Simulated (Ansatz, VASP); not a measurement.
## PbSe: VASP beside Ansatz

The input INCAR:

```
SYSTEM = PbSe
  PREC = Accurate
  ENCUT = 520
  EDIFF = 1E-6
  ISMEAR = -1
  SIGMA = 0.05
  LREAL = .False.
  LASPH = .True.
  NELM = 80
  ALGO = Normal
  ISIF = 2
  LWAVE = .False.
  LCHARG = .False.
  GGA = PE
  NBANDS = 28
```

File KPOINTS:

```
regular mesh
0
Gamma
  7 7 6
  0 0 0
```

Contents of POSCAR:

```
PbSe
1.0
    2.1257530660     -6.0510460072      0.0000000000
    2.1257530660      6.0510460072      0.0000000000
    0.0000000000      0.0000000000      4.3903443916
Pb Se
2 2
Direct
    0.3682392700      0.6317607300      0.2500000000
    0.6317607300      0.3682392700      0.7500000000
    0.1387100400      0.8612899600      0.2500000000
    0.8612899600      0.1387100400      0.7500000000
```

The input input.yaml:

```yaml
crystal:
  lattice:
    - [2.125753066, -6.0510460072, 0.0]
    - [2.125753066, 6.0510460072, 0.0]
    - [0.0, 0.0, 4.3903443916]
  atoms:
    - { symbol: Pb, position: [0.36823927, 0.63176073, 0.25] }
    - { symbol: Pb, position: [0.63176073, 0.36823927, 0.75] }
    - { symbol: Se, position: [0.13871004, 0.86128996, 0.25] }
    - { symbol: Se, position: [0.86128996, 0.13871004, 0.75] }
hamiltonian:
  xc: pbe
  pseudopotentials: { kind: paw }
kpoints:
  mp_grid: { grid: [7, 7, 6] }
scf:
  occupations: { method: fermi_dirac, width: 0.05 }
output:
  forces: true
  stress: true
  eigenvalues: true
  write_density: true
  write_potential: true
  elf: true
  volumetric_format: npy
```

Measurements of this composition are mostly on another form, of space group No. 225.

Alike in both runs: task single point; functional PBE; k mesh 7 × 7 × 6; occupations fermi-dirac, width 0.05 eV; no spin polarisation.

```csv
,VASP,Ansatz
version,VASP 6.6.1,Ansatz 0.2.0
potentials or method,"VASP PAW PBE potentials, release 64 (Pb_d, Se)",Ansatz PAW
plane-wave cutoff (eV),520,420
valence electrons in the cell,40,60
```

|  | VASP | Ansatz | Ansatz less VASP |
| --- | --- | --- | --- |
| gap on the k mesh at the Fermi level (eV) | 0.96 | 0.96 | 0.000 |
| least direct gap on the mesh (eV) | 1.00 | 0.99 | -0.001 |
| pressure (GPa) | 3.2 | 3.2 | 0.00 |
| largest component of the traceless stress (GPa) | 0.10 | 0.07 | -0.028 |
| rms of the force components (eV/Å) | 0.179 | 0.173 | -0.0051 |

Atom by atom the forces differ by 0.005 eV/Å (rms over components). The two sets of potentials don't hold the same shells in valence.

Caveats: spin-orbit coupling is left out, which as a rule narrows the gap of such compounds by several tenths of an eV; an odd mesh through Γ misses points on the zone boundary, where band edges often lie (VASP); odd divisions of the mesh miss points on the zone boundary, where band edges often lie, so the gap on the mesh can be too wide (Ansatz).
